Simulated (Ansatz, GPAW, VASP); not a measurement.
One calculation of K, 4 ways

```
K
1.0
    -2.69756    2.69756    2.69756
     2.69756   -2.69756    2.69756
     2.69756    2.69756   -2.69756
K
1
Direct
  0.00000 0.00000 0.00000
```

Alike in all runs: task electron localisation function; functional revPBE; dispersion D3(BJ); k mesh 7 × 7 × 7; occupations gaussian, width 0.05 eV; no spin polarisation; no spin-orbit coupling. Pressure is positive in compression and, in plane waves, holds the error of the finite cutoff, which Ansatz's Pulay term estimates and takes out.

```
                                                    program and potentials  plane-wave cutoff (eV)                                                 notes  pressure (GPa)
                                                        Ansatz, Ansatz PAW                     420  potentials made for PBE, which Ansatz adapts in part           -0.34
GPAW, the program's PAW data sets (release 1.2.1) made for this functional                     600                                                     -           -0.35
                                          VASP, PBE PAW files K_sv, 520 eV                     520                               potentials made for PBE           -0.35
                                 Ansatz, PAW datasets made for the crystal                     180                                                     -           -0.34
```

The pressure spans -0.35 (GPAW, the program's PAW data sets (release 1.2.1) made for this functional) to -0.34 GPa (Ansatz, Ansatz PAW). Some sets were made for another functional than the one run, which can shift their rows.

The functional is the same throughout but for its coding, so the spread measures potentials, basis and numerics; runs on potential files found faulty are left out.
